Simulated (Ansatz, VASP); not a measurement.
**Ga: VASP beside Ansatz**

```
Ga
1.0
     1.38300   -4.02650    0.00000
     1.38300    4.02650    0.00000
    -0.11745    0.00000    3.32993
Ga
2
Direct
  0.86900 0.13100 0.25000
  0.13100 0.86900 0.75000
```

This isn't the form of Ga at room conditions, which is orthorhombic.

Alike in both runs: task single point; functional PBE; k mesh 8 × 8 × 6; occupations gaussian, width 0.1 eV; no spin polarisation.

|  | VASP | Ansatz |
| --- | --- | --- |
| version | VASP 6.6.1 | Ansatz 0.2.0 |
| potentials or method | VASP PAW PBE potentials, release 64 (Ga_d) | scalar-relativistic, plane waves, PAW |
| plane-wave cutoff (eV) | 520 | 420 |
| valence electrons in the cell | 26 | 26 |

```csv
,VASP,Ansatz,Ansatz less VASP
gap on the k mesh at the Fermi level (eV),none,none,-
pressure (GPa),2.0,1.9,-0.10
largest component of the traceless stress (GPa),1.85,1.86,+0.012
rms of the force components (eV/Å),0.124,0.124,-0.0008
```

Atom by atom the forces differ by 0.001 eV/Å (rms over components). A gap of «none» marks a metal or a gap that the smearing closes.
